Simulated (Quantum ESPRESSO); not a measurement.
**ZrC in Quantum ESPRESSO: the effect of functional**

Crystal: ZrC.

```
Zr C
1.0
     0.00000    2.36500    2.36500
     2.36500    0.00000    2.36500
     2.36500    2.36500    0.00000
Zr C
1 1
Cartesian
  2.3650 2.3650 2.3650
  0.0000 0.0000 0.0000
```

Alike in all runs:

| Quantity | Value |
| --- | --- |
| Program | Quantum ESPRESSO 7.5 |
| Task | phonons |
| Cutoff | 612 eV |
| Density cutoff | 4898 eV |
| k mesh | 10 × 10 × 10 |
| Occupations | cold, width 0.2 eV |
| Spin | no spin polarisation |

Each run relaxes the cell or the atoms first.

```tsv
functional	potentials or basis	relaxed volume (Å³/atom)	highest phonon frequency (cm⁻¹)
LDA	GBRV 1.5 LDA	?	?
PBE	GBRV 1.5 PBE	13.04	420
PBEsol	GBRV 1.5 PBEsol	12.72	450
WC	GBRV 1.5 PBE	12.79	445
BLYP	GBRV 1.5 PBE	13.50	369
AM05	GBRV 1.5 PBE	12.71	454
vdW-DF-cx	GBRV 1.5 PBE	12.81	446
```

Question: What does the run with functional LDA give?

Answer: Relaxed volume 12.50 Å³/atom; highest phonon frequency 459 cm⁻¹.

Caveats: the potentials were made for another functional, which shifts forces and pressure (some runs).
